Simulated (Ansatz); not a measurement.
# HfN (F-43m) in Ansatz: a series of runs

One crystal, HfN, is run at these levels: LDA, PBE, PBEsol, RPBE, revPBE; tasks: relaxation of cell and atoms.

Everything below comes from runs of Ansatz 0.2.0. Logs are shortened: lines on timing, memory, paths and dates and some standing lists are left out, and cuts for length are marked.

## (1) Starting point

Symmetry: F-43m, No. 216, cubic system. The conventional cell has a = 4.910 Å, b = 4.910 Å, c = 4.910 Å, α = 90.00°, β = 90.00°, γ = 90.00°. Hf (site symmetry -43m) has 4 N at 2.13 Å as nearest neighbours. N (site symmetry -43m) is surrounded by 4 Hf at 2.13 Å.

The cell comes from a database or a generator and needn't be the stable form of this composition.

## (2) Relaxation of cell and atoms, LDA

Input file input.yaml:

```yaml
crystal:
  lattice:
    - [0.0, 2.454822, 2.454822]
    - [2.454822, 0.0, 2.454822]
    - [2.454822, 2.454822, 0.0]
  atoms:
    - { symbol: Hf, position: [0.0, 0.0, 0.0] }
    - { symbol: "N", position: [0.25, 0.25, 0.25] }
hamiltonian:
  xc: lda
  pseudopotentials: { kind: paw }
kpoints:
  mp_grid: { grid: [9, 9, 9] }
scf:
  occupations: { method: fermi_dirac, width: 0.05 }
output:
  forces: true
  stress: true
  eigenvalues: true
relax:
  f_tol: 0.01
  max_steps: 40
  cell: { stress_tol: 0.05 }
```

Potentials or basis: Ansatz PAW.

Run with:

```sh
> ansatz run input.yaml --threads 2 --pin off --max-ram 5632MiB --backend cpu --events-out ev --progress --plain --runs-dir out
```

The program printed:

```text
Warning: RAYON_NUM_THREADS=2 ignored (pool sized by the plan → 2); use --threads N
Engine: ansatz 0.2.0, x86_64-unknown-linux-gnu
Pseudopotentials: kind: paw
Pseudopotential: Hf, paw, valence charge 26, recommended cutoff 420 eV (normal), Hf.paw.azcp
Pseudopotential: N, paw, valence charge 5, recommended cutoff 420 eV (normal), N.paw.azcp
Functional definition: SPW92
  exchange = slater_x
  correlation = pw_c
Crystal: 2 atoms, lattice volume = 29.586 Å³
Basis set: ecut = 420 eV, 561 PW (Γ)
Bands: 20, of which v1, the nominal top of the filled ones, is band 16 counted from 1 (15 counted from 0)
Symmetry: 24 space group operations
Space group: F-43m (ITA 216), of the structure as read, at distance tolerance 3.1e-5 Å
k-points: 35 of 729 (time reversal used)
Non-local potential: Hf, projectors of the file, l = 0: 3, l = 1: 2, l = 2: 2, l = 3: 3
Non-local potential: N, projectors of the file, l = 0: 2, l = 1: 2, l = 2: 1
PAW form: soft (Blöchl's): semilocal exchange-correlation on the pseudo side does not see the compensation charge
PAW frozen core: Hf, regenerated for the run's functional, and the local potential with it (the file was generated under x = pbe(κ = 0.804, μ = 0.2195149727645171), c = pbe(β = 0.06672455060314922))
PAW frozen core: N, regenerated for the run's functional, and the local potential with it (the file was generated under x = pbe(κ = 0.804, μ = 0.2195149727645171), c = pbe(β = 0.06672455060314922))
PAW one-centre angular grid: Hf, 590 points (default); XC on 64 Gauss nodes
PAW one-centre angular grid: N, 110 points (default); XC on 64 Gauss nodes
Initial density: superposition of atomic densities (neutral atoms: chi_scale 0, normalization atom), corrected by the library's trained network
Initial wavefunctions: pseudopotential atomic-orbital guess
Functional: x = slater, c = lda
SCF iter   1: F=—  HF=-15853.868503 eV  |F-HF|=—  |Δ(HF+E_count)|=         —  Δρ=1.67e-2  dr2=9.42e-2  ethr=1.77e-3  ⟨swp⟩=4.5  Hψ=2721  notcnv=0
preconditioner: auto → Kerker (q_TF=auto, 2.750 Å⁻¹)  [metal: Δε(μ)=0.025 eV  Ē_g=18.298 eV  σ=0.050 eV  W_gap=0.13  n_scr=14 (ndim 8)  ℏωp=36.8 eV  f_vac=0.006  D(μ)=0.61/eV (n_scr^D=0)]
SCF iter   2: F=—  HF=-15853.847614 eV  |F-HF|=—  |Δ(HF+E_count)|=   2.09e-2  Δρ=4.38e-3  dr2=3.96e-3  ethr=3.04e-4  ⟨swp⟩=2.0  Hψ=1127  notcnv=0  defer=3
SCF iter   3: F=—  HF=-15853.847057 eV  |F-HF|=—  |Δ(HF+E_count)|=   5.57e-4  Δρ=2.29e-3  dr2=9.58e-4  ethr=1.28e-5  ⟨swp⟩=2.2  Hψ=1027  notcnv=0  defer=3
SCF iter   4: F=—  HF=-15853.846991 eV  |F-HF|=—  |Δ(HF+E_count)|=   6.62e-5  Δρ=8.93e-4  dr2=1.65e-4  ethr=3.09e-6  ⟨swp⟩=2.3  Hψ=1248  notcnv=0  defer=3
SCF iter   5: F=—  HF=-15853.846927 eV  |F-HF|=—  |Δ(HF+E_count)|=   6.41e-5  Δρ=2.84e-4  dr2=2.49e-5  ethr=5.33e-7  ⟨swp⟩=2.0  Hψ=956  notcnv=0  defer=3
SCF iter   6: F=—  HF=-15853.846921 eV  |F-HF|=—  |Δ(HF+E_count)|=   5.64e-6  Δρ=7.10e-5  dr2=2.10e-6  ethr=8.04e-8  ⟨swp⟩=2.3  Hψ=924  notcnv=0  defer=3
SCF iter   7: F=—  HF=-15853.846921 eV  |F-HF|=—  |Δ(HF+E_count)|=   1.37e-7  Δρ=2.78e-5  dr2=1.95e-7  ethr=6.77e-9  ⟨swp⟩=2.0  Hψ=1084  notcnv=0  defer=3
SCF iter   8: F=-15853.846921 eV  HF=-15853.846921 eV  |F-HF|=5.28e-9  |Δ(HF+E_count)|=   6.59e-8  Δρ=4.66e-6  dr2=4.11e-9  ethr=3.23e-10  ⟨swp⟩=4.9  Hψ=2609  notcnv=0
SCF 1 converged in 8 iterations: F = -15853.846921 eV  dr2 = 4.11e-9
relax step   1: F+E_penalty+E_count = -15853.84692116 eV  Δ(F+E_penalty+E_count) = +0.000e0 eV  max|allowed force component| = 3.331e-16 eV/Å  Δτ_max = 0.0000 Å  P = -9.684 GPa  Ω = 29.586 Å³  (8 SCF iters, dr2 threshold 1.00e-7 eV, accepted)
[... 17 lines left out ...]
relax step   6: F+E_penalty+E_count = -15853.89254508 eV  Δ(F+E_penalty+E_count) = -9.325e-5 eV  max|allowed force component| = 4.256e-16 eV/Å  Δτ_max = 0.0000 Å  P = -0.000 GPa  Ω = 28.143 Å³  energy of the carried Pulay correction = +7.800e-5 eV  (5 SCF iters, dr2 threshold 9.44e-8 eV, accepted)
[... 9 lines left out ...]
relax step   7: F+E_penalty+E_count = -15853.89245776 eV  Δ(F+E_penalty+E_count) = +8.732e-5 eV  max|allowed force component| = 4.811e-16 eV/Å  Δτ_max = 0.0000 Å  P = -0.003 GPa  Ω = 28.143 Å³  stress off target by 2.78e-3 GPa  SCF on the basis re-selected at this cell (its energy is not comparable with the rows above)  (6 SCF iters)
basis re-selected at this cell: Δ(F+E_penalty+E_count) = +8.732e-5 eV, ΔP = -0.002 GPa vs the last step (what re-selecting the basis moved, of the pressure what is left beyond the Pulay correction that the steps carried, after the strain that the cell walked since its last selection, with what the two solves' SCF thresholds leave and, on support functions, any second-order correction that the steps lacked; it is no measure of the basis error at this ecutwfc). This SCF's stress stands 2.78e-3 GPa from its target on what of the cell is left free (relax.cell.stress_tol is 5.00e-2 GPa) and its largest allowed force component is 4.81e-16 eV/Å (relax.f_tol is 1.00e-2 eV/Å): within both
SCF converged after 6 iterations
Free energy (F): -15853.892458 eV
Harris-Foulkes:  -15853.892458 eV  (|F-HF|=3.64e-12)
Internal energy: -15853.888029 eV  (E = F + TS)
E sigma→0 (E₀):  -15853.890243 eV
Entropy (-TS):   -0.004429 eV (-2.214 meV/atom)
Fermi energy:    18.486345 eV
--- Per-component energies (eV) ---
  E_band       = 27.328451
  E_kinetic    = 556.664237
  E_local      = -5531.431737  (includes V_loc(G=0)·N_el)
  E_nonlocal   = -1184.538303
  E_hartree    = 2568.692534
  E_xc         = -357.687501
  E_vxc        = -343.472653  (∫ρ·V_xc dr)
  E_paw        = -6804.797295  (= ΣΔE_a)
  E_vpaw       = 1392.721876  (= ΣTr[D̂ρ^β])
  E_aug_tail   = 0.000088  (compensation charges beyond the density's cutoff)
  E_ewald      = -5103.327340
  E_core_change = 2.537287  (= ΣΔE_core)
  E_smearing   = -0.004429  (= −TS)
  E_closure    = -0.000000  (closes the sum)
  Σ components = -15853.892458   (vs F -15853.892458, Δ=0.00e0)
--- Forces (eV/Å), atoms counted from 1 ---
  atom   1  Hf     0.00000000    -0.00000000    -0.00000000
  atom   2  N     -0.00000000     0.00000000     0.00000000
  max |Σ_I F_I| component: 1.11e-16 eV/Å
--- Stress (GPa, compression-positive) ---
       -0.002782      -0.000000      -0.000000
       -0.000000      -0.002782      -0.000000
       -0.000000      -0.000000      -0.002782
  P = ⅓ Tr σ = -0.0028 GPa (-0.028 kbar)
--- Band table (eV; the first three rows and the last of 35) ---
  k-point 0: bands = ["-43.8462", "-12.4304", "-12.4304", "-12.4304", "2.1393", "6.1636", "6.1636", "6.1636", "6.2460", "6.2460", "6.2460", "6.3179", "12.7931", "12.7931", "12.7931", "18.0259", "20.7011", "20.7011", "25.3408", "25.3408"]
  k-point 1: bands = ["-43.8430", "-12.5022", "-12.4395", "-12.4395", "2.3012", "6.1645", "6.1671", "6.1671", "6.2401", "6.2401", "6.2462", "6.3255", "12.5492", "12.8904", "12.8904", "18.6595", "20.4995", "20.4995", "25.0197", "25.6394"]
  k-point 2: bands = ["-43.8350", "-12.6787", "-12.4624", "-12.4624", "2.6929", "6.1688", "6.1748", "6.1748", "6.2274", "6.2274", "6.2467", "6.3375", "12.2397", "13.1130", "13.1130", "19.9078", "20.2799", "20.2799", "24.4605", "25.8568"]
  k-point 34: bands = ["-43.8107", "-12.8996", "-12.7326", "-12.6173", "3.8118", "6.1645", "6.1888", "6.2054", "6.2083", "6.2125", "6.2226", "6.3067", "12.5225", "13.3244", "14.7818", "17.3150", "19.9130", "22.0770", "23.9974", "25.2880"]
--- Relaxed structure (5 steps of the walk, 5 accepted, 2 SCFs on fresh bases) ---
  F+E_penalty+E_count = -15853.89245776 eV   max|allowed force component| = 4.811e-16 eV/Å   (the final SCF, on the basis selected at the relaxed cell)
  cell:  # Å, volume = 28.1431 Å³
    - [-2.775380846807399e-33, 2.4142418935015098, 2.4142418935015098]
    - [2.4142418935015098, -1.2738061493405593e-34, 2.4142418935015098]
    - [2.4142418935015098, 2.4142418935015098, -1.2212942197184107e-33]
  atoms:
    - { symbol: Hf, position: [3.268957220366155e-36, -5.197641980382057e-34, 3.105509359347769e-34] }
    - { symbol: N, position: [0.25, 0.25, 0.25] }
```

Wall time 16 s (2 threads of Intel Xeon Platinum 8259CL at 2.50GHz (Skylake/Cascade Lake), shared host); peak memory 0.39 GiB.

Results:

* Free energy: -15853.8925 eV
* Relaxed volume: 14.07 Å³/atom
* Relaxed cell: a = 3.414 Å, b = 3.414 Å, c = 3.414 Å, α = 60.00°, β = 60.00°, γ = 60.00°
* Space group after relaxing (to 0.05 Å): F-43m (No. 216)
* Energy gained by relaxing: 22.8 meV/atom
* Ionic steps: 7
* Pressure after relaxing: 0.0 GPa
* Band gap on the k mesh: none (metal or under the smearing width)

The path:
| step | energy change (eV) | largest force (eV/Å) | volume (Å³) |
| --- | --- | --- | --- |
| 1 | 0.0000 | 0.0000 | 29.59 |
| 2 | -0.0452 | 0.0000 | 27.71 |
| 3 | -0.0489 | 0.0000 | 28.20 |
| 4 | -0.0491 | 0.0000 | 28.17 |
| 5 | -0.0455 | 0.0000 | 28.17 |
| 6 | -0.0456 | 0.0000 | 28.14 |
| 7 | -0.0455 | 0.0000 | 28.14 |

Final structure:
```
Hf N
1.0
     0.00000    2.41424    2.41424
     2.41424    0.00000    2.41424
     2.41424    2.41424    0.00000
Hf N
1 1
Direct
  0.00000 0.00000 0.00000
  0.25000 0.25000 0.25000
```

Levels at points of the mesh, in eV from the Fermi level:
```
           k point  band 13  band 14  band 15  band 16  band 17  band 18
(0.00, 0.00, 0.00)    -5.69    -5.69    -5.69    -0.46     2.21     2.21
```

Caveat: the plane-wave basis is chosen anew once the cell has moved, so the energies of steps on either side of that aren't comparable; the pressure holds a Pulay correction of +0.5 GPa for the finite cutoff; the PAW data sets come from PBE, with cores solved anew for the run's functional, which leaves a small shift of forces and pressure. Spin-orbit coupling is left out, which matters for the levels of Hf.

## (3) Relaxation of cell and atoms, PBE

Changes to input.yaml since step 2:

```diff
@@ -9,3 +9,3 @@
 hamiltonian:
-  xc: lda
+  xc: pbe
   pseudopotentials: { kind: paw }
```

Potentials or basis: Ansatz PAW.

Run with:

```sh
> ansatz run input.yaml --threads 2 --pin off --max-ram 5632MiB --backend cpu --events-out ev --progress --plain --runs-dir out
```

It took 8.4 s on 2 threads of Intel Xeon Platinum 8259CL at 2.50GHz (Skylake/Cascade Lake), shared host; peak memory 0.39 GiB.

It converged, with:

| Quantity | Value |
| --- | --- |
| Free energy | -16108.1961 eV |
| Relaxed volume | 14.85 Å³/atom |
| Relaxed cell | a = 3.476 Å, b = 3.476 Å, c = 3.476 Å, α = 60.00°, β = 60.00°, γ = 60.00° |
| Space group after relaxing (to 0.05 Å) | F-43m (No. 216) |
| Energy gained by relaxing | 0.1 meV/atom |
| Ionic steps | 4 |
| Pressure after relaxing | 0.0 GPa |
| Band gap on the k mesh | none (metal or under the smearing width) |

Step by step:
```tsv
step	energy change (eV)	largest force (eV/Å)	volume (Å³)
1	0.0000	0.0000	29.59
2	0.0001	0.0000	29.73
3	0.0000	0.0000	29.69
4	-0.0003	0.0000	29.69
```

Final structure:
```xyz
2
Lattice="0.0000 2.4578 2.4578 2.4578 0.0000 2.4578 2.4578 2.4578 0.0000" Properties=species:S:1:pos:R:3 pbc="T T T"
Hf    0.0000    0.0000    0.0000
N     1.2289    1.2289    1.2289
```

Levels at points of the mesh, in eV from the Fermi level:
| k point | band 14 | band 15 | band 16 | band 17 | band 18 | band 19 |
| --- | --- | --- | --- | --- | --- | --- |
| (0.00, 0.00, 0.00) | -5.44 | -5.44 | -0.69 | 2.23 | 2.23 | 6.56 |

Caveat: the plane-wave basis is chosen anew once the cell has moved, so the energies of steps on either side of that aren't comparable; the pressure holds a Pulay correction of +0.4 GPa for the finite cutoff.

## (4) Relaxation of cell and atoms, PBEsol

Changes to input.yaml since step 3:

```diff
@@ -9,3 +9,3 @@
 hamiltonian:
-  xc: pbe
+  xc: pbesol
   pseudopotentials: { kind: paw }
```

Run with:

```sh
> ansatz run input.yaml --threads 2 --pin off --max-ram 5632MiB --backend cpu --events-out ev --progress --plain --runs-dir out
```

Wall time 17 s (2 threads of Intel Xeon Platinum 8259CL at 2.50GHz (Skylake/Cascade Lake), shared host); peak memory 0.39 GiB.

The run converged. Its results:

- Free energy: -15979.5745 eV
- Relaxed volume: 14.41 Å³/atom
- Relaxed cell: a = 3.441 Å, b = 3.441 Å, c = 3.441 Å, α = 60.00°, β = 60.00°, γ = 60.00°
- Space group after relaxing (to 0.05 Å): F-43m (No. 216)
- Energy gained by relaxing: 6.2 meV/atom
- Ionic steps: 7
- Pressure after relaxing: 0.0 GPa
- Band gap on the k mesh: none (metal or under the smearing width)

Step by step:
```csv
step,energy change (eV),largest force (eV/Å),volume (Å³)
1,0.0000,0.0000,29.59
2,-0.0135,0.0000,28.60
3,-0.0141,0.0000,28.84
4,-0.0141,0.0000,28.83
5,-0.0124,0.0000,28.83
6,-0.0124,0.0000,28.81
7,-0.0124,0.0000,28.81
```

Final structure:
```yaml
crystal:
  lattice:
    - [0.00000, 2.43329, 2.43329]
    - [2.43329, 0.00000, 2.43329]
    - [2.43329, 2.43329, 0.00000]
  atoms:
    - { symbol: Hf, position: [0.00000, 0.00000, 0.00000] }
    - { symbol: N, position: [0.25000, 0.25000, 0.25000] }
```

Levels at points of the mesh, in eV from the Fermi level:
```tsv
k point	band 12	band 13	band 14	band 15	band 16	band 17	band 18	band 19
(0.00, 0.00, 0.00)	-12.18	-5.58	-5.58	-5.58	-0.61	2.25	2.25	6.75
```

Caveat: the plane-wave basis is chosen anew once the cell has moved, so the energies of steps on either side of that aren't comparable; the pressure holds a Pulay correction of +0.4 GPa for the finite cutoff; the PAW data sets come from PBE, with cores solved anew for the run's functional, which leaves a small shift of forces and pressure.

## (5) Relaxation of cell and atoms, RPBE

Changes to input.yaml since step 4:

```diff
@@ -9,3 +9,3 @@
 hamiltonian:
-  xc: pbesol
+  xc: rpbe
   pseudopotentials: { kind: paw }
@@ -19,2 +19,6 @@
   eigenvalues: true
+  write_density: true
+  write_potential: true
+  elf: true
+  volumetric_format: npy
 relax:
```

Run with:

```sh
> ansatz run input.yaml --threads 2 --pin off --max-ram 5632MiB --backend cpu --events-out ev --progress --plain --runs-dir out
```

Run time: 11 s. Hardware: 2 threads of Intel Xeon Platinum 8259CL at 2.50GHz (Skylake/Cascade Lake), shared host; peak memory 0.4 GiB.

Results (log left out):

```yaml
Free_energy: -16122.0767 eV
Relaxed_volume: 15.13 Å³/atom
Relaxed_cell: a = 3.497 Å, b = 3.497 Å, c = 3.497 Å, α = 60.00°, β = 60.00°, γ = 60.00°
Space_group_after_relaxing_to_0.05_Å: F-43m (No. 216)
Energy_gained_by_relaxing: 4.3 meV/atom
Ionic_steps: 4
Pressure_after_relaxing: 0.0 GPa
Band_gap_on_the_k_mesh: none (metal or under the smearing width)
```

Step by step:
```csv
step,energy change (eV),largest force (eV/Å),volume (Å³)
1,0.0000,0.0000,29.59
2,-0.0061,0.0000,30.43
3,-0.0071,0.0000,30.25
4,-0.0087,0.0000,30.25
```

Final structure:
```cif
data_structure
_symmetry_space_group_name_H-M 'P 1'
_symmetry_Int_Tables_number 1
_cell_length_a 3.4975
_cell_length_b 3.4975
_cell_length_c 3.4975
_cell_angle_alpha 60.000
_cell_angle_beta 60.000
_cell_angle_gamma 60.000
_cell_volume 30.25
loop_
_atom_site_label
_atom_site_type_symbol
_atom_site_fract_x
_atom_site_fract_y
_atom_site_fract_z
_atom_site_occupancy
Hf1 Hf 0.00000 0.00000 0.00000 1
N1 N 0.25000 0.25000 0.25000 1
```

Levels at points of the mesh, in eV from the Fermi level:
```tsv
k point	band 14	band 15	band 16	band 17	band 18	band 19
(0.00, 0.00, 0.00)	-5.36	-5.36	-0.74	2.23	2.23	6.46
```

Caveat: the plane-wave basis is chosen anew once the cell has moved, so the energies of steps on either side of that aren't comparable; the pressure holds a Pulay correction of +0.3 GPa for the finite cutoff; the PAW data sets come from PBE, with cores solved anew for the run's functional, which leaves a small shift of forces and pressure. The run has no spin-orbit coupling, so splittings on Hf are missing.

## (6) Relaxation of cell and atoms, revPBE

Changes to input.yaml since step 5:

```diff
@@ -9,3 +9,3 @@
 hamiltonian:
-  xc: rpbe
+  xc: revpbe
   pseudopotentials: { kind: paw }
@@ -19,6 +19,2 @@
   eigenvalues: true
-  write_density: true
-  write_potential: true
-  elf: true
-  volumetric_format: npy
 relax:
```

Potentials or basis: Ansatz PAW.

Run with:

```sh
> ansatz run input.yaml --threads 2 --pin off --max-ram 5632MiB --backend cpu --events-out ev --progress --plain --runs-dir out
```

Wall time 9.3 s (2 threads of Intel Xeon Platinum 8259CL at 2.50GHz (Skylake/Cascade Lake), shared host); peak memory 0.4 GiB.

The run converged. Its results:

- Free energy: -16118.0904 eV
- Relaxed volume: 15.05 Å³/atom
- Relaxed cell: a = 3.492 Å, b = 3.492 Å, c = 3.492 Å, α = 60.00°, β = 60.00°, γ = 60.00°
- Space group after relaxing (to 0.05 Å): F-43m (No. 216)
- Energy gained by relaxing: 2.6 meV/atom
- Ionic steps: 4
- Pressure after relaxing: 0.0 GPa
- Band gap on the k mesh: none (metal or under the smearing width)

The path:
| step | energy change (eV) | largest force (eV/Å) | volume (Å³) |
| --- | --- | --- | --- |
| 1 | 0.0000 | 0.0000 | 29.59 |
| 2 | -0.0033 | 0.0000 | 30.24 |
| 3 | -0.0040 | 0.0000 | 30.10 |
| 4 | -0.0052 | 0.0000 | 30.10 |

Final structure:
```xyz
2
Lattice="0.0000 2.4689 2.4689 2.4689 0.0000 2.4689 2.4689 2.4689 0.0000" Properties=species:S:1:pos:R:3 pbc="T T T"
Hf    0.0000    0.0000    0.0000
N     1.2344    1.2344    1.2344
```

Levels at points of the mesh, in eV from the Fermi level:
```csv
k point,band 13,band 14,band 15,band 16,band 17,band 18,band 19,band 20
"(0.00, 0.00, 0.00)",-5.38,-5.38,-5.38,-0.73,2.23,2.23,6.48,6.48
```

Caveat: the plane-wave basis is chosen anew once the cell has moved, so the energies of steps on either side of that aren't comparable; the pressure holds a Pulay correction of +0.4 GPa for the finite cutoff; the PAW data sets come from PBE, with cores solved anew for the run's functional, which leaves a small shift of forces and pressure.

## (7) Summary

```tsv
level	gap on the mesh (eV)	pressure (GPa)	relaxed volume (Å³/atom)
LDA	none	0.0	14.07
PBE	none	0.0	14.85
PBEsol	none	0.0	14.41
RPBE	none	0.0	15.13
revPBE	none	0.0	15.05
```

Alike in all rows: task relaxation of cell and atoms; potentials or basis Ansatz PAW; no spin polarisation; cell relaxed; k mesh 9 × 9 × 9; cutoff (eV) 420; smearing fermi-dirac 0.05 eV.

Caveats: the plane-wave basis is chosen anew once the cell has moved, so the energies of steps on either side of that aren't comparable; the PAW data sets come from PBE, with cores solved anew for the run's functional, which leaves a small shift of forces and pressure (some runs).

Absolute energies hang on the potentials; compare differences alone.
